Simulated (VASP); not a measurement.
# C in VASP: reference runs

Reference runs on C: the cell as given.

Program: VASP 6.6.1. These are calculated values, not measurements. Logs are shortened: lines on timing, memory, paths and dates and some standing lists are left out, and cuts for length are marked.

**1. The undisturbed crystal**

The cell holds a slab with vacuum, 6 atoms: a = 2.470 Å, b = 2.470 Å, c = 21.824 Å, α = 90.00°, β = 90.00°, γ = 120.00°.

The slab is cut from a database's or a generator's crystal, which needn't be the stable form of the element.

**2. Single point, PBE (the (0 0 1) slab of C, cut from the database cell, not relaxed)**

INCAR reads:

```
SYSTEM = C
PREC = Accurate ; ENCUT = 520
EDIFF = 1E-7 ; ISMEAR = -1
SIGMA = 0.05 ; LREAL = .False.
LASPH = .True. ; NELM = 100
ALGO = Normal ; ISIF = 2
LWAVE = .False. ; LCHARG = .True.
LDIPOL = .True. ; IDIPOL = 3
DIPOL = 0.5 0.5 0.500 ; GGA = PE
LELF = .True. ; LVHAR = .True.
LVACPOTAV = .True. ; NBANDS = 21
```

KPOINTS reads:

```
regular mesh
0
Gamma
  12 12 1
  0 0 0
```

POSCAR reads:

```
C
1.0
    2.4699988104      0.0000000000      0.0000000000
   -1.2349994052      2.1390817171      0.0000000000
    0.0000000000      0.0000000000     21.8239500000
C
6
Direct
    0.0000000000      0.0000000000      0.3436591451
    0.3333333333      0.6666666666      0.3452147755
    0.0000000000      0.0000000000      0.4992221848
    0.6666666667      0.3333333334      0.5007778152
    0.0000000000      0.0000000000      0.6547852245
    0.3333333333      0.6666666666      0.6563408549
```

Potentials or basis: VASP PAW PBE potentials, release 64 (C).

The run is started by

```console
$ cat potpaw_PBE.64/C/POTCAR > POTCAR
$ mpirun -np 1 vasp_std > vasp.out
```

OUTCAR:

```text
SYSTEM = C
   PREC = Accurate
   ENCUT = 520
   EDIFF = 1E-7
   ISMEAR = -1
   LREAL = .False.
   LASPH = .True.
   NELM = 100
   ISIF = 2
   GGA = PE

 ion  position               nearest neighbor table
   1  0.000  0.000  0.344-   2 1.43   2 1.43   2 1.43
   2  0.333  0.667  0.345-   1 1.43   1 1.43   1 1.43
   3  0.000  0.000  0.499-   4 1.43   4 1.43   4 1.43
   4  0.667  0.333  0.501-   3 1.43   3 1.43   3 1.43
   5  0.000  0.000  0.655-   6 1.43   6 1.43   6 1.43
   6  0.333  0.667  0.656-   5 1.43   5 1.43   5 1.43

  LATTYP: Found a hexagonal cell.
 ALAT       =     2.4699988104
 C/A-ratio  =     8.8356115429

  Lattice vectors:

 A1 = (   2.4699988104,   0.0000000000,   0.0000000000)
 A2 = (  -1.2349994052,   2.1390817171,   0.0000000000)
 A3 = (   0.0000000000,   0.0000000000,  21.8239500000)

Analysis of symmetry for initial positions (statically):
=====================================================================
 Subroutine PRICEL returns:
 Original cell was already a primitive cell.

 Routine SETGRP: Setting up the symmetry group for a
 hexagonal supercell.

 Subroutine GETGRP returns: Found  6 space group operations
 (whereof  6 operations were pure point group operations)
 out of a pool of 24 trial point group operations.

The static configuration has the point symmetry C_3v.

Analysis of symmetry for dynamics (positions and initial velocities):
=====================================================================
 Subroutine PRICEL returns:
 Original cell was already a primitive cell.

 Routine SETGRP: Setting up the symmetry group for a
 hexagonal supercell.

 Subroutine GETGRP returns: Found  6 space group operations
 (whereof  6 operations were pure point group operations)
 out of a pool of 24 trial point group operations.

The dynamic configuration has the point symmetry C_3v.

 Subroutine INISYM returns: Found  6 space group operations
 (whereof  6 operations are pure point group operations),
 and found     1 'primitive' translations

----------------------------------------------------------------------------------------

                                     Primitive cell

  volume of cell :     115.3075

  direct lattice vectors                    reciprocal lattice vectors
     2.469998810  0.000000000  0.000000000     0.404858495  0.233745161  0.000000000
    -1.234999405  2.139081717  0.000000000     0.000000000  0.467490322  0.000000000
     0.000000000  0.000000000 21.823950000     0.000000000  0.000000000  0.045821219

  length of vectors
     2.469998810  2.469998810 21.823950000     0.467490322  0.467490322  0.045821219

  position of ions in fractional coordinates (direct lattice)
     0.000000000  0.000000000  0.343659145
     0.333333333  0.666666667  0.345214775
     0.000000000  0.000000000  0.499222185
     0.666666667  0.333333333  0.500777815
     0.000000000  0.000000000  0.654785225
     0.333333333  0.666666667  0.656340855

  ion indices of the primitive-cell ions
   primitive index   ion index
                 1           1
                 2           2
                 3           3
                 4           4
                 5           5
                 6           6

----------------------------------------------------------------------------------------

 KPOINTS: regular mesh

Automatic generation of k-mesh.
 Grid dimensions read from file:
 generate k-points for:   12   12    1

 Generating k-lattice:

  Cartesian coordinates                     Fractional coordinates (reciprocal lattice)
     0.033738208  0.019478763  0.000000000     0.083333333  0.000000000  0.000000000
     0.000000000  0.038957527  0.000000000     0.000000000  0.083333333  0.000000000
     0.000000000  0.000000000  0.045821219     0.000000000  0.000000000  1.000000000

  Length of vectors
     0.038957527  0.038957527  0.045821219

  Shift w.r.t. Gamma in fractional coordinates (k-lattice)
     0.000000000  0.000000000  0.000000000

 Subroutine IBZKPT returns following result:
 ===========================================

 Found     19 irreducible k-points:

 Following reciprocal coordinates:
            Coordinates               Weight
  0.000000  0.000000  0.000000      1.000000
  0.083333  0.000000  0.000000      6.000000
  0.166667  0.000000  0.000000      6.000000
  0.250000  0.000000  0.000000      6.000000
  0.333333  0.000000  0.000000      6.000000
  0.416667  0.000000  0.000000      6.000000
[... 11 lines left out ...]
  0.333333  0.250000  0.000000     12.000000
  0.333333  0.333333  0.000000      2.000000
   k-points           NKPTS =     19   k-points in BZ     NKDIM =     19   number of bands    NBANDS=     21
   number of dos      NEDOS =    301   number of ions     NIONS =      6
   total plane-waves  NPLWV =  52488
   dimension x,y,z NGX =    18 NGY =   18 NGZ =  162
   dimension x,y,z NGXF=    36 NGYF=   36 NGZF=  324
   ions per type =               6
   NGX,Y,Z   is equivalent  to a cutoff of  12.12, 12.12, 12.34 a.u.
   NGXF,Y,Z  is equivalent  to a cutoff of  24.23, 24.23, 24.68 a.u.
 SYSTEM =  C
   PREC   = accura    normal or accurate (medium, high low for compatibility)
   ISTART =      0    job   : 0-new  1-cont  2-samecut
   ICHARG =      2    charge: 1-file 2-atom 10-const
   ISPIN  =      1    spin polarized calculation?
   LNONCOLLINEAR =      F non collinear calculations
   LSORBIT =      F    spin-orbit coupling
   LASPH  =      T    aspherical Exc in radial PAW
   ENCUT  =  520.0 eV  38.22 Ry    6.18 a.u.   4.59  4.59 40.58*2*pi/ulx,y,z
   NELM   =    100;   NELMIN=  2; NELMDL= -5     # of ELM steps
   EDIFF  = 0.1E-06   stopping-criterion for ELM
   LREAL  =      F    real-space projection
   EDIFFG = 0.1E-05   stopping-criterion for IOM
   NSW    =      0    number of steps for IOM
   IBRION =     -1    ionic relax: 0-MD 1-quasi-New 2-CG
   NFREE  =      0    steps in history (QN), initial steepest desc. (CG)
   ISIF   =      2    stress and relaxation
   ISYM   =      2    0-nonsym 1-usesym 2-fastsym
   POTIM  = 0.5000    time-step for ionic-motion
   TEBEG  =    0.0;   TEEND  =   0.0 temperature during run
   PSTRESS=    0.0 pullay stress
   NELECT =      24.0000    total number of electrons
   NUPDOWN=      -1.0000    fix difference up-down
   EMIN   =  10.00;   EMAX   =-10.00  energy-range for DOS
   EFERMI =   0.00;   METHOD = LEGACY
   ISMEAR =    -1;   SIGMA  =   0.05  broadening in eV -4-tet -1-fermi 0-gaus
   EFERMI_NEDOS =   21; number of points for ismear=-14 and -15
   IALGO  =     38    algorithm
   IMIX   =      4    mixing-type and parameters
     AMIX     =   0.40;   BMIX     =  1.00
     AMIX_MAG =   1.60;   BMIX_MAG =  1.00
  volume/ion in A,a.u.               =      19.22       129.69
  Fermi-wavevector in a.u.,A,eV,Ry     =   0.970196  1.833404 12.806892  0.941280
  Thomas-Fermi vector in A             =   2.100311
   LORBIT       =      0    0 simple, 1 ext, 2 COOP (PROOUT), +10 PAW based schemes
   GGA     = PE    functional components
   LHFCALC =     F    Hartree Fock is set to
   AEXX    =    0.0000 exact exchange contribution
   IVDW    =     0    specifies the selected vdW correction
   LEPSILON=     F    determine dielectric tensor
   LRPA    =     F    only Hartree local field effects (RPA)
 non-spin polarized calculation
  energy-cutoff  :      520.00
  volume of cell :      115.31
 maximum number of plane-waves:      3148
   NGX =  9   NGY =  9   NGZ = 81

 dipolmoment           0.000000      0.000000     -0.000233 electrons x Angstroem

 number of electron      23.9999993 magnetization

 dipolmoment           0.000000      0.000000      0.000136 electrons x Angstroem

 Free energy of the ion-electron system (eV)
  ---------------------------------------------------
  ext. energy  EPLUGINS =         0.00000000
  ---------------------------------------------------
  free energy    TOTEN  =       -55.26774146 eV

  energy without entropy =      -55.26389949  energy(sigma->0) =      -55.26582047

 E-fermi :  -0.1703     XC(G=0):  -5.1510

 val. band max:       -0.1757788178   @ k =   0.3333   0.3333   0.0000
 cond. band min:      -0.1691512745   @ k =   0.3333   0.3333   0.0000
 fundamental gap:      0.0066275434
 Fermi energy:        -0.1703447310

 k-point     1 :       0.0000    0.0000    0.0000
  band No.  band energies     occupation
      1     -19.7243      2.00000
      2     -19.6320      2.00000
      3     -19.5298      2.00000
      4      -8.3588      2.00000
      5      -7.7455      2.00000
      6      -7.0542      2.00000
[... 13 lines left out ...]
     20       8.1129      0.00000
     21       8.1255      0.00000

 k-point     2 :       0.0833    0.0000    0.0000
  band No.  band energies     occupation
      1     -19.5597      2.00000
      2     -19.4684      2.00000
      3     -19.3671      2.00000
      4      -8.1602      2.00000
      5      -7.5508      2.00000
      6      -6.8643      2.00000
[... 13 lines left out ...]
     20       8.2066      0.00000
     21       8.2367      0.00000

 k-point     3 :       0.1667    0.0000    0.0000
  band No.  band energies     occupation
      1     -19.0675      2.00000
      2     -18.9792      2.00000
      3     -18.8808      2.00000
      4      -7.5694      2.00000
      5      -6.9722      2.00000
      6      -6.3020      2.00000
[... 13 lines left out ...]
     20       8.2006      0.00000
     21       8.7236      0.00000
[... 337 lines left out ...]
 k-point    18 :       0.3333    0.2500    0.0000
  band No.  band energies     occupation
      1     -13.9968      2.00000
      2     -13.9432      2.00000
      3     -13.8803      2.00000
      4     -12.1162      2.00000
      5     -12.0820      2.00000
      6     -12.0377      2.00000
[... 13 lines left out ...]
     20      11.7085      0.00000
     21      12.0043      0.00000

 k-point    19 :       0.3333    0.3333    0.0000
  band No.  band energies     occupation
      1     -12.7892      2.00000
      2     -12.7325      2.00000
      3     -12.7315      2.00000
      4     -12.7287      2.00000
      5     -12.7200      2.00000
      6     -12.6667      2.00000
[... 13 lines left out ...]
     20      12.4879      0.00000
     21      12.7871      0.00000

------------------------ aborting loop because EDIFF is reached ----------------------------------------

  FORCE on cell =-STRESS in cart. coord.  units (eV):
  Direction    XX          YY          ZZ          XY          YZ          ZX
  --------------------------------------------------------------------------------------
  -------------------------------------------------------------------------------------
  Total       -0.4030354     -0.4030354      0.5769821      0.0000000      0.0000000      0.0000000
  in kB       -5.6001070     -5.6001070      8.0170654      0.0000000      0.0000000      0.0000000
  external PRESSURE =      -1.0610496 kB  Pullay stress =       0.0000000 kB

 VOLUME and BASIS-vectors are now :
 -----------------------------------------------------------------------------
  energy-cutoff  :      520.00
  volume of cell :      115.31
      direct lattice vectors                 reciprocal lattice vectors
     2.469998810  0.000000000  0.000000000     0.404858495  0.233745161  0.000000000
    -1.234999405  2.139081717  0.000000000     0.000000000  0.467490322  0.000000000
     0.000000000  0.000000000 21.823950000     0.000000000  0.000000000  0.045821219

 POSITION                                       TOTAL-FORCE (eV/Angst)
 -----------------------------------------------------------------------------------
      0.00000      0.00000      7.50000         0.000000     -0.000000      0.528284
     -0.00000      1.42605      7.53395         0.000000      0.000000     -0.626264
      0.00000      0.00000     10.89500        -0.000000      0.000000      0.567014
      1.23500      0.71303     10.92895        -0.000000      0.000000     -0.567046
      0.00000      0.00000     14.29000        -0.000000     -0.000000      0.607613
     -0.00000      1.42605     14.32395         0.000000      0.000000     -0.509601
 -----------------------------------------------------------------------------------
    total drift:                               -0.000000      0.000000      0.000000

  FREE ENERGIE OF THE ION-ELECTRON SYSTEM (eV)
  ---------------------------------------------------
  free  energy   TOTEN  =       -55.2677414555 eV

  energy  without entropy=      -55.2638994886  energy(sigma->0) =      -55.26582047

 vacuum level on the upper side and lower side of the slab         4.129         4.124
```

Run time: 80 s. Hardware: 1 thread of Intel Xeon Platinum 8259CL at 2.50GHz (Skylake/Cascade Lake), shared host; peak memory 0.21 GiB.

Results:

```
Free energy                            : -55.2677 eV
Largest force                          : 0.626 eV/Å
Band gap on the k mesh                 : 0.01 eV, direct
Ionisation potential of the upper face : 4.30 eV
```

Forces on the atoms (eV/Å):
```
C    0.000  0.000  0.528
C    0.000  0.000 -0.626
C    0.000  0.000  0.567
C    0.000  0.000 -0.567
C    0.000  0.000  0.608
C    0.000  0.000 -0.510
```
